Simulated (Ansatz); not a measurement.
MgF2 (P4_2/mnm) from a database of computed structures, relaxed with r2SCAN in Ansatz 0.2.0. Space group P4_2/mnm (No. 136), tetragonal; a = 4.622 Å, c = 3.046 Å in the conventional setting, 10.85 Å³ an atom. Mg has 6 F at 1.98–1.99 Å; F has 3 Mg at 1.98–1.99 Å.

The axes x, y and z are those of this cell:
```
CELL_PARAMETERS angstrom
4.62190 0.00000 0.00000
0.00000 4.62209 0.00000
0.00000 0.00000 3.04615
ATOMIC_POSITIONS crystal
Mg 0.50000 0.50000 0.50000
Mg 0.00000 0.00000 0.00000
F 0.80291 0.19701 0.50000
F 0.19709 0.80299 0.50000
F 0.30291 0.30299 0.00000
F 0.69709 0.69701 0.00000
```

Unstrained: With PBE the gap is 7.159 eV and direct, at Γ. With r2SCAN the gap is 8.070 eV and direct, at Γ. With HSE06 the gap is 9.471 eV and direct, at Γ. Meshes: PBE 6×6×8, r2SCAN 6×6×8, HSE06 4×4×6. Strains are changes of length per length. After each strain the atoms were relaxed again with r2SCAN within the symmetry that the strain leaves, so tilts or polar shifts that break it weren't tested; points keep the names that they have in the unstrained zone. (Simulation; spin polarisation is off.)

Q: Estimate what epitaxial -4.15 % in the xy plane, free normal strain +3.02 % does to the gap.

A: PBE: the gap goes from 7.159 to 7.443 eV (+0.284 eV). r2SCAN: the gap goes from 8.070 to 8.353 eV (+0.283 eV). HSE06: the gap goes from 9.471 to 9.766 eV (+0.295 eV). The r2SCAN energy rises by 24.9 meV an atom.

Q: Apply isotropic -3.72 % on every length. How far does the gap move, against the unstrained cell?

A: PBE: the gap goes from 7.159 to 7.985 eV (+0.826 eV). r2SCAN: the gap goes from 8.070 to 8.918 eV (+0.848 eV). HSE06: the gap goes from 9.471 to 10.344 eV (+0.873 eV). The r2SCAN energy rises by 50.4 meV an atom.

Q: Apply uniaxial -0.87 % along y, other directions held. How far does the gap move, against the unstrained cell?

A: PBE: the gap goes from 7.159 to 7.214 eV (+0.055 eV). r2SCAN: the gap goes from 8.070 to 8.127 eV (+0.057 eV). HSE06: the gap goes from 9.471 to 9.529 eV (+0.058 eV). The r2SCAN energy rises by 0.4 meV an atom.

The meshes of the hybrids are coarse, so their gaps aren't converged to the digits shown.
